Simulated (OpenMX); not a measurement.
Pb:

```
Pb
1.0
     0.00000    2.47502    2.47502
     2.47502    0.00000    2.47502
     2.47502    2.47502    0.00000
Pb
1
Direct
  0.00000 0.00000 0.00000
```

Base run:

| Item | Value |
| --- | --- |
| Program | OpenMX 3.8.5 |
| Functional | LDA |
| Potentials or basis | OpenMX 2013 LDA set, Pb8.0-s3p2d2f1, grid cutoff 500 Ry |
| k mesh | 9 × 9 × 9 |
| Occupations | fermi-dirac, width 0.05 eV |
| Spin | no spin polarisation |

Its results: pressure -1.9 GPa.

**Question.** The run is repeated on the same cell with these changes: functional from LDA to PBE; potentials or basis from OpenMX 2013 LDA set, Pb8.0-s3p2d2f1, grid cutoff 500 Ry to OpenMX 2013 PBE set, Pb8.0-s3p2d2, grid cutoff 500 Ry. What comes out?

**Answer.** Pressure 3.2 GPa.

Caveats: the basis of atomic orbitals isn't converged, which shifts pressures, moduli and gaps.

Not every run made on this cell is shown here.
